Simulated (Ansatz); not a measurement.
**BP at 50 GPa: from Born charge to LO–TO splitting and polaron coupling**

Computed with DFT PBE, scalar-relativistic, plane waves, PAW in Ansatz 0.2.0. Cutoff 420 eV, 12×12×12 k-points (Γ-centred), fixed occupations. No spin polarisation. Phonons by linear response, acoustic sum rule imposed.

The cell, relaxed at 50 GPa:
```
B P
1.0
     0.00000    2.12121    2.12121
     2.12121    0.00000    2.12121
     2.12121    2.12121    0.00000
B P
1 1
Direct
  0.00000 0.00000 0.00000
  0.75000 0.75000 0.75000
```

Other phases may be more stable at this pressure. The bands were filled as in an insulator; under compression the gap may have closed between mesh points.

Linear response gives ν_TO = 981.3 cm⁻¹, Born charges ±1.191 e (positive on P) and ε∞ = 9.173. The primitive cell holds 19.089 Å³, and the masses are 10.810 and 30.974 amu.

Q: Find ν_LO and the static dielectric constant.

A: The long-wave field adds a restoring force: ω_LO² − ω_TO² = Z*²e²/(ε_vac ε∞ μV). In these units ν_LO² − ν_TO² = 4.92064×10⁷ Z*²/(μ V ε∞) cm⁻², with μ = m₁m₂/(m₁ + m₂) = 8.013 amu: 49767 cm⁻². So ν_LO = √(981.3² + 49767) = 1006.4 cm⁻¹, and the run gives 1006.4. Lyddane–Sachs–Teller then gives ε0 = ε∞ (ν_LO/ν_TO)² = 9.65, against 9.65 in the run (it forms both from the same three quantities, so the match checks the arithmetic only). Between ν_TO and ν_LO the dielectric function is negative and an undamped crystal reflects fully: a reststrahlen band from 9.9 to 10.2 μm.

Q: What do the Clausius–Mossotti polarisability and the Szigeti charge come to?

A: With the Lorentz local field, α = (3V/4π)(ε∞ − 1)/(ε∞ + 2) = 3.33 Å³ for the pair, and e_S = 3Z*/(ε∞ + 2) = 0.32 e. The Born charge includes the electrons' response to the dipole's own local field, and e_S takes that enhancement out. The Lorentz field assumes point-like polarisable ions, a poor picture once ε∞ is this large, since the electron clouds then overlap or are shared, so both numbers are formal here.

Q: How strongly does a slow electron couple to the LO mode?

A: For one isotropic parabolic band, Fröhlich's constant is α_F = (1/ε∞ − 1/ε0) √(m* Ry/ħω_LO), with Ry = 13.606 eV, ħω_LO = 124.8 meV and m* in free-electron masses: α_F = 0.0054 × 10.44 × √m* = 0.06 √m*. The band mass isn't part of this run; for m* = 0.1, 0.3 and 1 it gives 0.02, 0.03, 0.06. In weak coupling the polaron lies α_F ħω_LO below the band edge (4 meV at m* = 0.3) with a mass m*(1 + α_F/6); past α_F of about 5 or 6 that expansion fails. A semilocal functional's ε∞ tends to be too large, which taken alone lowers α_F.

Cost: 1 run of about 0.69 core-minutes, on Arm Neoverse V1 (shared hosts).

BP at this pressure is only weakly polar in its lattice response: the LO mode lies at 1006.4 cm⁻¹ against 981.3 cm⁻¹ for TO, and the ions raise the dielectric constant only from 9.173 to 9.65. The Born charge itself is not small, but strong electronic screening weakens the long-range field, while stiff covalent bonds and the light boron atom keep the optical modes high. The same small ionic contribution to screening keeps the Fröhlich coupling weak for all the trial masses.

The positive Born charge on P runs against the usual electronegativity order. It is nevertheless in line with the known inverted polarity of BP, which probably reflects the compact boron 2p shell, with no p core beneath it. Because this charge measures how polarisation changes as the atoms move, it does not establish a static ionic charge of the same size or sign. Nor does weak Fröhlich coupling imply high carrier mobility, since deformation-potential scattering by acoustic and optical phonons may still be substantial.
